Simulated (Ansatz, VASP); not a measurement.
## Two plane-wave programs on Hf

```xyz
1
Lattice="-1.7142 1.7142 1.7142 1.7142 -1.7142 1.7142 1.7142 1.7142 -1.7142" Properties=species:S:1:pos:R:3 pbc="T T T"
Hf    0.0000    0.0000    0.0000
```

Alike in both runs: functional PBE; k mesh 16 × 16 × 16; occupations fermi-dirac, width 0.08 eV; no spin polarisation.

Ansatz relaxed the structure, and its values are those at the end. VASP's run is a single point on that final structure, the one shown.

```csv
,VASP,Ansatz
version,VASP 6.6.1,Ansatz 0.2.0
potentials or method,"VASP PAW PBE potentials, release 64 (Hf_pv)","PAW with Ansatz's default frozen-core files, scalar-relativistic"
plane-wave cutoff (eV),520,420
valence electrons in the cell,10,26
```

Ansatz gave:

* pressure (GPa): 12.0

Task: Which values does VASP return?

Result: Pressure (GPa): 11.7.

The two sets of potentials don't hold the same shells in valence.

The runs have no spin-orbit coupling, so splittings on Hf are missing.
